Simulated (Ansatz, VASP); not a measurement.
Two plane-wave programs on Rh

Contents of INCAR:

```
SYSTEM = Rh
PREC = Accurate
ENCUT = 520
EDIFF = 1E-6
ISMEAR = 0
SIGMA = 0.1
LREAL = .FALSE.
LASPH = .TRUE.
NELM = 60
ALGO = Normal
ISIF = 2
LWAVE = .FALSE.
LCHARG = .TRUE.
GGA = CA
LELF = .TRUE.
LVHAR = .TRUE.
NBANDS = 14
```

File KPOINTS:

```
regular mesh
0
G
  8 8 8
  0 0 0
```

The input POSCAR:

```
Rh
1.0
    0.0000000000      1.9029860900      1.9029860900
    1.9029860900      0.0000000000      1.9029860900
    1.9029860900      1.9029860900      0.0000000000
Rh
1
Direct
    0.0000000000      0.0000000000      0.0000000000
```

Input for Ansatz:

```yaml
crystal:
  lattice:
    - [0.0, 1.90298609, 1.90298609]
    - [1.90298609, 0.0, 1.90298609]
    - [1.90298609, 1.90298609, 0.0]
  atoms:
    - { symbol: Rh, position: [0.0, 0.0, 0.0] }
basis:
  ecutwfc: 420
kpoints:
  mp_grid: { grid: [8, 8, 8] }
hamiltonian:
  xc: lda
scf:
  occupations: { method: gaussian, width: 0.1 }
output:
  forces: true
  stress: true
  eigenvalues: true
```

Alike in both runs: task single point; functional LDA; k mesh 8 × 8 × 8; occupations gaussian, width 0.1 eV; no spin polarisation.

|  | VASP | Ansatz |
| --- | --- | --- |
| version | VASP 6.6.1 | Ansatz 0.2.0 |
| potentials or method | VASP PAW LDA potentials, release 64 (Rh_pv) | scalar-relativistic, plane waves, PAW |
| plane-wave cutoff (eV) | 520 | 420 |
| valence electrons in the cell | 15 | 17 |

Ansatz gave:

| Quantity | Value |
| --- | --- |
| gap on the k mesh at the Fermi level (eV) | none |
| pressure (GPa) | -11.0 |

Question: Estimate VASP's values.

Answer: gap on the k mesh at the Fermi level (eV): none; pressure (GPa): -10.2.

A gap of «none» marks a metal or a gap that the smearing closes. The two sets of potentials don't hold the same shells in valence.
